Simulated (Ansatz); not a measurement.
# Ga2O3 (C2/m) in Ansatz: notebook, part 2 of 2

Ansatz 0.2.0.

## (3) Relaxation of cell and atoms, RPBE

input.yaml

```yaml
crystal:
  lattice:
    - [6.107, -1.51855, 0.0]
    - [6.107, 1.51855, 0.0]
    - [-1.3859888959, 0.0, 5.630008738]
  atoms:
    - { symbol: Ga, position: [0.34134, 0.34134, 0.68598] }
    - { symbol: Ga, position: [0.65866, 0.65866, 0.31402] }
    - { symbol: Ga, position: [0.9095, 0.9095, 0.2054] }
    - { symbol: Ga, position: [0.0905, 0.0905, 0.7946] }
    - { symbol: O, position: [0.5041, 0.5041, 0.7434] }
    - { symbol: O, position: [0.4959, 0.4959, 0.2566] }
    - { symbol: O, position: [0.8267, 0.8267, 0.4368] }
    - { symbol: O, position: [0.1733, 0.1733, 0.5632] }
    - { symbol: O, position: [0.8355, 0.8355, 0.8902] }
    - { symbol: O, position: [0.1645, 0.1645, 0.1098] }
hamiltonian:
  xc: rpbe
  pseudopotentials: { kind: paw }
kpoints:
  mp_grid: { grid: [9, 9, 5] }
scf:
  occupations: { method: fermi_dirac, width: 0.05 }
output:
  forces: true
  stress: true
  eigenvalues: true
relax:
  f_tol: 0.01
  max_steps: 40
  cell: { stress_tol: 0.05 }
```

Potentials or basis: Ansatz PAW.

Command:

```sh
$ ansatz run input.yaml --threads 4 --pin off --max-ram 11264MiB --backend cpu --events-out ev --progress --plain --runs-dir out
```

The log of the run:

```text
Warning: RAYON_NUM_THREADS=4 ignored (pool sized by the plan → 4); use --threads N
basis.fft_grid_basis auto: the FFT boxes are laid along the combinations [[1, -1, 0], [0, 1, 0], [0, 0, 1]] of the cell's own vectors, 3.037, 6.293 and 5.798 Å long. The dense box has 24×45×40 points. Along the cell's own vectors, as sized, it would have 45×45×40, 1.88 times as many. Of the 4 symmetry operations that the crystal satisfies within crystal.symmetry.tolerance (time reversal apart; of a slab, those that keep its plane) the dense box along the cell's own vectors carries 4, and the one as laid loses 2 of those. basis.fft_grid_basis: typed keeps the cell's own vectors: state it where this run's energies or levels are differenced outside the engine with another run's, or held beside a run that keeps those vectors.
Engine: ansatz 0.2.0, aarch64-unknown-linux-gnu
Pseudopotentials: kind: paw
Pseudopotential: Ga, paw, valence charge 13, recommended cutoff 420 eV (normal), Ga.paw.azcp
Pseudopotential: O, paw, valence charge 6, recommended cutoff 420 eV (normal), O.paw.azcp
Functional definition: RPBE
  parameter kappa = 0.804
  parameter beta = 0.06672455060314922
  exchange = rpbe_x(kappa = kappa, mu = beta*pi^2/3)
  correlation = pbe_c(beta = beta)
Crystal: 10 atoms, lattice volume = 104.423 Å³
Basis set: ecut = 420 eV, 2037 PW (Γ), FFT grids on a1−a2, a2, a3, exchange–correlation on 48×90×80 points (8 copies of the dense FFT grid, shifted against one another)
Bands: 54, of which v1, the nominal top of the filled ones, is band 44 counted from 1 (43 counted from 0)
Symmetry: 4 space group operations
Space group: C2/m (ITA 12), of the structure as read, at distance tolerance 4.7e-5 Å
[... 171 lines left out ...]
  P = ⅓ Tr σ = 0.0128 GPa (0.128 kbar)
--- Band table (eV; the first three rows and the last of 115) ---
  k-point 0: bands = ["-11.1444", "-10.1873", "-10.1509", "-10.0513", "-9.6321", "-9.6320", "-5.6678", "-5.6423", "-5.6383", "-5.5767", "-5.5134", "-5.5097", "-5.4980", "-5.4929", "-5.4406", "-5.3448", "-5.3266", "-5.3198", "-5.3188", "-5.3031", "-5.2901", "-5.2592", "-5.2436", "-5.1303", "-5.0196", "-4.9343", "0.6875", "1.7014", "2.7273", "3.4815", "4.0875", "4.8200", "4.9857", "5.2622", "5.4797", "5.5076", "5.7983", "5.8266", "6.3666", "6.6450", "6.7008", "6.8977", "7.0599", "7.3175", "9.2330", "12.6243", "13.4578", "13.7786", "14.8929", "15.6835", "16.2381", "16.5262", "18.3298", "19.2806"]
  k-point 1: bands = ["-11.0820", "-10.2929", "-10.1676", "-9.9933", "-9.6760", "-9.6054", "-5.6591", "-5.6436", "-5.6392", "-5.5761", "-5.5501", "-5.5062", "-5.5051", "-5.4882", "-5.4402", "-5.3517", "-5.3296", "-5.3276", "-5.3275", "-5.3138", "-5.3018", "-5.2578", "-5.2300", "-5.1067", "-5.0740", "-4.8360", "0.8480", "1.8946", "2.5544", "3.4924", "4.1582", "4.8350", "5.1116", "5.1456", "5.4211", "5.4263", "5.6778", "5.7903", "6.2120", "6.6359", "6.7106", "6.7161", "7.0041", "7.0890", "9.9068", "12.7817", "13.2484", "13.8782", "14.7101", "15.7409", "16.1747", "16.7042", "18.6284", "19.1887"]
  k-point 2: bands = ["-10.9358", "-10.4922", "-10.1796", "-9.9215", "-9.7051", "-9.6142", "-5.6449", "-5.6412", "-5.6393", "-5.6035", "-5.5693", "-5.5436", "-5.4933", "-5.4700", "-5.4420", "-5.3572", "-5.3459", "-5.3438", "-5.3386", "-5.3225", "-5.3005", "-5.2563", "-5.2011", "-5.1300", "-5.0732", "-4.7402", "1.2840", "1.9195", "2.5399", "3.3899", "4.2418", "4.7670", "4.9287", "5.2263", "5.3726", "5.4698", "5.5403", "5.8427", "5.9395", "6.1050", "6.7237", "6.7854", "6.8307", "7.0545", "11.0748", "12.2240", "13.3979", "14.0143", "14.7789", "15.1424", "16.7739", "16.8788", "18.6339", "18.6615"]
  k-point 114: bands = ["-10.7267", "-10.4451", "-10.2661", "-9.9515", "-9.7507", "-9.5712", "-5.6601", "-5.6363", "-5.6094", "-5.6031", "-5.5521", "-5.5469", "-5.4799", "-5.4710", "-5.4559", "-5.4239", "-5.3735", "-5.3699", "-5.3396", "-5.3300", "-5.3011", "-5.2652", "-5.2566", "-5.1535", "-4.7504", "-4.6041", "1.7039", "2.1037", "2.5032", "2.9610", "3.9140", "4.1807", "4.5698", "4.7439", "4.9267", "5.1249", "5.5036", "5.9158", "6.2826", "6.3223", "6.5844", "6.7821", "6.8114", "7.3336", "12.1083", "12.6614", "13.0653", "13.6810", "14.5545", "15.3892", "16.9695", "17.2018", "18.5042", "18.7528"]
--- Relaxed structure (8 steps of the walk, 8 accepted, 2 SCFs on fresh bases) ---
  F+E_penalty+E_count = -18572.68696106 eV   max|allowed force component| = 8.647e-4 eV/Å   (the final SCF, on the basis selected at the relaxed cell)
  cell:  # Å, volume = 112.7809 Å³
    - [6.297464179448789, -1.554441012516589, 0.014337471078516682]
    - [6.297464179448789, 1.554441012516589, 0.014337471078516658]
    - [-1.4159972715885305, -4.2412162023539317e-17, 5.757347002723459]
  atoms:
    - { symbol: Ga, position: [0.3417083681842278, 0.3417083681842278, 0.685702098185055] }
    - { symbol: Ga, position: [0.6582916318157722, 0.6582916318157722, 0.3142979018149452] }
    - { symbol: Ga, position: [0.9104703923823136, 0.9104703923823136, 0.20531857080379037] }
    - { symbol: Ga, position: [0.08952960761768623, 0.08952960761768625, 0.7946814291962099] }
    - { symbol: O, position: [0.5042488684229035, 0.5042488684229036, 0.7429525309464429] }
    - { symbol: O, position: [0.49575113157709644, 0.49575113157709644, 0.25704746905355713] }
    - { symbol: O, position: [0.8260208469692087, 0.8260208469692087, 0.4344552775935359] }
    - { symbol: O, position: [0.17397915303079142, 0.17397915303079142, 0.5655447224064643] }
    - { symbol: O, position: [0.8377002705002865, 0.8377002705002866, 0.8907505939121638] }
    - { symbol: O, position: [0.16229972949971352, 0.16229972949971355, 0.10924940608783627] }
```

It took 1.8 min on 4 threads of Arm Neoverse V1, shared host; peak memory 0.82 GiB.

Results:

| Property | Result |
| --- | --- |
| Free energy | -18572.6870 eV |
| Relaxed volume | 11.28 Å³/atom |
| Relaxed cell | a = 6.486 Å, b = 6.486 Å, c = 5.929 Å, α = 103.28°, β = 103.28°, γ = 27.73° |
| Space group after relaxing (to 0.05 Å) | C2/m (No. 12) |
| Energy gained by relaxing | 34.5 meV/atom |
| Ionic steps | 10 |
| Pressure after relaxing | 0.0 GPa |
| Band gap on the k mesh | 1.90 eV, indirect (least direct gap 1.92 eV) |

The path:
```
step  energy change (eV)  largest force (eV/Å)  volume (Å³)
   1              0.0000                0.3031       104.42
   2             -0.2515                0.1904       109.07
   3             -0.2963                0.0381       112.00
   4             -0.2963                0.0223       112.30
   5             -0.2966                0.0174       112.27
   6             -0.2966                0.0034       112.28
   7             -0.3443                0.0065       112.28
   8             -0.3434                0.0060       112.75
   9             -0.3433                0.0009       112.78
  10             -0.3453                0.0009       112.78
```

Final structure:
```
Ga O
1.0
     6.29746   -1.55444    0.01434
     6.29746    1.55444    0.01434
    -1.41600    0.00000    5.75735
Ga O
4 6
Direct
  0.34171 0.34171 0.68570
  0.65829 0.65829 0.31430
  0.91047 0.91047 0.20532
  0.08953 0.08953 0.79468
  0.50425 0.50425 0.74295
  0.49575 0.49575 0.25705
  0.82602 0.82602 0.43446
  0.17398 0.17398 0.56554
  0.83770 0.83770 0.89075
  0.16230 0.16230 0.10925
```

Caveat: odd divisions of the mesh miss points on the zone boundary, where band edges often lie, so the gap on the mesh can be too wide; the plane-wave basis is chosen anew once the cell has moved, so the energies of steps on either side of that aren't comparable; the pressure holds a Pulay correction of +0.6 GPa for the finite cutoff; the PAW data sets come from PBE, with cores solved anew for the run's functional, which leaves a small shift of forces and pressure. Zero-point motion and thermal expansion aren't in these numbers.

## (4) Relaxation of cell and atoms, r2SCAN+rVV10

Edit input.yaml of step 3 so:

```diff
@@ -17,4 +17,5 @@
 hamiltonian:
-  xc: rpbe
+  xc: r2scan
   pseudopotentials: { kind: paw }
+  dispersion: rvv10
 kpoints:
@@ -27,2 +28,6 @@
   eigenvalues: true
+  write_density: true
+  write_potential: true
+  elf: true
+  volumetric_format: npy
 relax:
```

Command:

```sh
$ ansatz run input.yaml --threads 4 --pin off --max-ram 11264MiB --backend cpu --events-out ev --progress --plain --runs-dir out
```

Wall time 2.8 min (4 threads of Arm Neoverse V1, shared host); peak memory 1.2 GiB.

It converged, with:

```
Free energy                            : -18571.7017 eV
Relaxed volume                         : 10.42 Å³/atom
Relaxed cell                           : a = 6.290 Å, b = 6.290 Å, c = 5.796 Å, α = 103.38°, β = 103.38°, γ = 27.90°
Space group after relaxing (to 0.05 Å) : C2/m (No. 12)
Energy gained by relaxing              : 0.2 meV/atom
Ionic steps                            : 6
Pressure after relaxing                : 0.0 GPa
Largest force after relaxing           : 0.003 eV/Å
Band gap on the k mesh                 : 3.05 eV, indirect (least direct gap 3.08 eV)
```

Forces on the atoms (eV/Å):
```
Ga   0.000  0.000  0.001
Ga   0.000  0.000 -0.001
Ga  -0.001  0.000 -0.001
Ga   0.001  0.000  0.001
O   -0.003  0.000 -0.001
O    0.003  0.000  0.001
O   -0.002  0.000 -0.002
O    0.002  0.000  0.002
O    0.000  0.000  0.000
O    0.000  0.000  0.000
```

Step by step:
```csv
step,energy change (eV),largest force (eV/Å),volume (Å³)
1,0.0000,0.1146,104.42
2,-0.0017,0.0677,104.29
3,-0.0023,0.0297,104.18
4,-0.0023,0.0137,104.19
5,-0.0024,0.0033,104.18
6,-0.0022,0.0034,104.18
```

Final structure:
```
CELL_PARAMETERS angstrom
6.10411 -1.51608 0.00182
6.10411 1.51608 0.00182
-1.38365 0.00000 5.62839
ATOMIC_POSITIONS crystal
Ga 0.34110 0.34110 0.68563
Ga 0.65890 0.65890 0.31437
Ga 0.90911 0.90911 0.20484
Ga 0.09089 0.09089 0.79516
O 0.50366 0.50366 0.74454
O 0.49634 0.49634 0.25546
O 0.82702 0.82702 0.43752
O 0.17298 0.17298 0.56248
O 0.83449 0.83449 0.89081
O 0.16551 0.16551 0.10919
```

Levels at points of the mesh, in eV from the valence-band top:
| k point | band 40 | band 41 | band 42 | band 43 | band 44 | band 45 | band 46 | band 47 | band 48 | band 49 |
| --- | --- | --- | --- | --- | --- | --- | --- | --- | --- | --- |
| (0.00, 0.00, 0.00) | -0.67 | -0.67 | -0.49 | -0.27 | -0.02 | 3.05 | 6.43 | 7.45 | 7.61 | 8.57 |

Caveat: odd divisions of the mesh miss points on the zone boundary, where band edges often lie, so the gap on the mesh can be too wide; the plane-wave basis is chosen anew once the cell has moved, so the energies of steps on either side of that aren't comparable; the PAW data sets come from PBE, with cores solved anew for the run's functional, which leaves a small shift of forces and pressure.

## (5) Summary

| level | cutoff (eV) | gap on the mesh (eV) | pressure (GPa) | relaxed volume (Å³/atom) |
| --- | --- | --- | --- | --- |
| PBE | 420 | 2.02 | 0.0 | 10.96 |
| RPBE | 420 | 1.90 | 0.0 | 11.28 |
| r2SCAN+rVV10 | 500 | 3.05 | 0.0 | 10.42 |

Alike in all rows: task relaxation of cell and atoms; potentials or basis Ansatz PAW; no spin polarisation; cell relaxed; k mesh 9 × 9 × 5; smearing fermi-dirac 0.05 eV.

Caveats: odd divisions of the mesh miss points on the zone boundary, where band edges often lie, so the gap on the mesh can be too wide; the plane-wave basis is chosen anew once the cell has moved, so the energies of steps on either side of that aren't comparable; the PAW data sets come from PBE, with cores solved anew for the run's functional, which leaves a small shift of forces and pressure (some runs).

Total energies depend on the potentials used, so only differences within one code and one set of settings carry meaning.
